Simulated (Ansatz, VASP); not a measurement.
**As: VASP beside Ansatz**

File INCAR:

```
SYSTEM = As
PREC = Accurate ; ENCUT = 520
EDIFF = 1E-7 ; ISMEAR = 0
SIGMA = 0.6 ; LREAL = .False.
LASPH = .True. ; NELM = 60
ALGO = Normal ; ISIF = 2
LWAVE = .False. ; LCHARG = .False.
GGA = PE ; NBANDS = 12
```

KPOINTS

```
Automatic mesh
0
Gamma
  10 10 10
  0 0 0
```

POSCAR

```
As
1.0
    1.9036109523      1.0990502958      3.6081612956
   -1.9036109523      1.0990502958      3.6081612956
    0.0000000000     -2.1981005915      3.6081612956
As
2
Direct
    0.7737100447      0.7737100447      0.7737100447
    0.2262899553      0.2262899553      0.2262899553
```

Input for Ansatz:

```yaml
crystal:
  lattice:
    - [1.9036109523, 1.0990502958, 3.6081612956]
    - [-1.9036109523, 1.0990502958, 3.6081612956]
    - [0.0, -2.1981005915, 3.6081612956]
  atoms:
    - { symbol: As, position: [0.7737100447, 0.7737100447, 0.7737100447] }
    - { symbol: As, position: [0.2262899553, 0.2262899553, 0.2262899553] }
hamiltonian:
  xc: pbe
  pseudopotentials:
    kind: paw
    azcp:
      As: "pseudopotentials/As.paw.azcp"
basis:
  ecutwfc: 420
  fft_grid_basis: typed
kpoints:
  mp_grid: { grid: [10, 10, 10], shift: [0, 0, 0] }
magnetization:
  spin_polarized: false
scf:
  occupations: { method: gaussian, width: 0.6 }
  lower_state_search: "off"
output:
  stress: true
```

Alike in both runs: task single point; functional PBE; k mesh 10 × 10 × 10; occupations gaussian, width 0.6 eV; no spin polarisation.

```csv
,VASP,Ansatz
version,VASP 6.6.1,Ansatz 0.2.0
potentials or method,"VASP PAW PBE potentials, release 64 (As)","plane waves (420 eV) with PAW, scalar-relativistic"
plane-wave cutoff (eV),520,420
valence electrons in the cell,10,30
```

```csv
,VASP,Ansatz,Ansatz less VASP
pressure (GPa),0.2,0.0,-0.24
largest component of the traceless stress (GPa),0.20,0.26,+0.065
```

The two sets of potentials don't hold the same shells in valence.
